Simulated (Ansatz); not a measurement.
CsI:
```yaml
crystal:
  lattice:
    - [4.40138, 0.00000, 0.00000]
    - [0.00000, 4.40138, 0.00000]
    - [0.00000, 0.00000, 4.40138]
  atoms:
    - { symbol: Cs, position: [0.00000, 0.00000, 0.00000] }
    - { symbol: I, position: [0.50000, 0.50000, 0.50000] }
```

Tensor components refer to the Cartesian frame of this cell.

Question: Give the high-frequency dielectric tensor and the Born effective charge tensors of the independent atoms from DFPT, DFT-LDA in the program Ansatz with PAW potentials.

Answer: 
ε∞:
```
3.71  0.00  0.00
0.00  3.71  0.00
0.00  0.00  3.71
```
Z* of atom 1 (Cs), rows: field, columns: displacement, in e:
```
1.32  0.00  0.00
0.00  1.32  0.00
0.00  0.00  1.32
```
Z* of atom 2 (I), rows: field, columns: displacement, in e:
```
-1.32   0.00   0.00
 0.00  -1.32   0.00
 0.00   0.00  -1.32
```

Space group Pm-3m (CsCl type). Symmetry was held in the LDA relaxation. Spin–orbit coupling is left out wherever it is not named.

Potentials: the later of the program's two PAW sets.
